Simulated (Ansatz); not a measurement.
Input of an Ansatz 0.2.0 run:

input.yaml

```yaml
crystal:
  lattice:
    - [2.5539396017, 0.0, 0.0]
    - [-1.2769698009, 2.2117765748, 0.0]
    - [0.0, 0.0, 4.226855]
  atoms:
    - { symbol: "N", position: [0.3333333333, 0.6666666667, 0.125276] }
    - { symbol: "N", position: [0.6666666667, 0.3333333333, 0.625276] }
    - { symbol: B, position: [0.3333333333, 0.6666666667, 0.499724] }
    - { symbol: B, position: [0.6666666667, 0.3333333333, 0.999724] }
hamiltonian:
  xc: pbe
  pseudopotentials: { kind: paw }
kpoints:
  mp_grid: { grid: [12, 12, 6] }
scf:
  occupations: { method: fermi_dirac, width: 0.05 }
output:
  forces: true
  stress: true
  eigenvalues: true
```

Potentials or basis: Ansatz PAW.

Command:

```sh
$ ansatz run input.yaml --threads 2 --pin off --max-ram 5120MiB --backend cpu --events-out ev --progress --plain --runs-dir out
```

Problem. Predict the pressure.

Solution. 0.0 GPa.

Problem. What does it give for the largest force?

Solution. 0.016 eV/Å.

Problem. Predict the band gap on the k mesh.

Solution. 5.21 eV, indirect (least direct gap 8.24 eV).

Stress tensor (GPa, compression positive):
```
 0.20  0.00  0.00
 0.00  0.20  0.00
 0.00  0.00 -0.52
```

Caveat: the pressure holds a Pulay correction of +1.1 GPa for the finite cutoff. A k mesh can miss the band edges.
